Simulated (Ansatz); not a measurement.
Crystal: PbS.

```xyz
2
Lattice="2.1127 1.2197 3.4519 -2.1127 1.2197 3.4519 0.0000 -2.4395 3.4519" Properties=species:S:1:pos:R:3 pbc="T T T"
Pb    0.0000    0.0000   10.1545
S     0.0000    0.0000    4.9193
```

The cell is a database's computed one.

```yaml
Program: Ansatz 0.2.0
Task: single point
Functional: PBE
Potentials_or_basis: Ansatz PAW
Cutoff: "420 eV (not typed: the program's choice for these potentials)"
k_mesh: 8 × 8 × 8
Occupations: fermi-dirac, width 0.05 eV
Spin: no spin polarisation
```

On this cell: pressure 0.9 GPa; largest force 0.019 eV/Å; band gap on the k mesh 0.45 eV, direct.

The same run follows on a disturbed copy (atoms moved at random, drawn with an rms of 0.05 Å):

```xyz
2
Lattice="2.1127 1.2197 3.4519 -2.1127 1.2197 3.4519 0.0000 -2.4395 3.4519" Properties=species:S:1:pos:R:3 pbc="T T T"
Pb    0.0257   -0.0034   10.1828
S     0.0296    0.0358    4.9550
```

**Question.** What changes?

**Answer.** The energy moves by +0.1 meV/atom; pressure 0.9 GPa; largest force 0.022 eV/Å; band gap on the k mesh 0.45 eV, direct.

Forces on the atoms (eV/Å):
```
Pb   0.001  0.013 -0.017
S   -0.001 -0.013  0.017
```

Caveats: spin-orbit coupling is left out, which as a rule narrows the gap of such compounds by several tenths of an eV.

A k mesh can miss the band edges.
